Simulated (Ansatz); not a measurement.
# Computed properties of PtS2 (CdI2 type)

All numbers come from Ansatz 0.2.0. The values are computed, non-magnetic, and not measurements.

The cell is PtS2, CdI2 type; cell and atoms were relaxed with r2SCAN+rVV10. It is trigonal, P-3m1 (No. 164); a = 3.553 Å, c = 5.123 Å in the conventional setting, 18.66 Å³ an atom. Pt has 6 S at 2.39 Å; S has 3 Pt at 2.39 Å.

```xyz
3
Lattice="3.5526 0.0000 0.0000 -1.7763 3.0767 0.0000 0.0000 0.0000 5.1227" Properties=species:S:1:pos:R:3 pbc="T T T"
Pt    0.0000    0.0000    0.0000
S     0.0000    2.0511    1.2257
S     1.7763    1.0256    3.8971
```

Relaxed lattice by functional, symmetry kept:
```
  functional   k mesh  a (Å)  c (Å)  volume (Å³/atom)
  PBE-D3(BJ)  12×12×4  3.584  4.657             17.26
r2SCAN+rVV10  12×12×6  3.553  5.123             18.66
```

On this one geometry the levels give:
```csv
level,k mesh,gap (eV),kind,edges,least direct gap (eV)
PBE+SOC,12×12×6,0.67,indirect,"(0, 0.169, 0.188) → (0, 0.281, 0.299)",0.96
r2SCAN,12×12×6,0.79,indirect,"(0, 0.169, 0.188) → (0, 0.281, 0.299)",1.11
HSE06,6×6×4,1.21,indirect,"Γ → (0, 0.281, 0.299)",1.68
PBE0,6×6×4,1.84,indirect,"Γ → (0, 0.281, 0.299)",2.31
```
PBE+SOC: smearing of 0.02 eV; the others have fixed occupations.
Wave cutoffs: 420 eV, 500 eV (r2SCAN).
Points off the special ones are mesh points or PBE's searched band edges, reused at the other levels. PBE's own run along the path (0.71 eV) came before the search for the edges and missed one, so it isn't listed.

The HSE06 gap is indirect, 1.21 eV (Γ to k = (0, 0.281, 0.299)), below the direct gap of 1.68 eV at k = (0, 0.281, 0.299).

All these functionals give a gap of the same kind, indirect.

r2SCAN (ground state on 9×9×4): The clamped-ion dielectric constant comes out as 17.48 along x and y, 9.89 along z. Born charges, averaged over directions: Pt +2.07, S -1.03 e.

Only the levels marked +SOC include spin-orbit coupling.

Coordinates of k points refer to the reciprocal vectors of the primitive cell of the runs.

The meshes of the hybrids are coarse, so their gaps aren't converged to the digits shown.
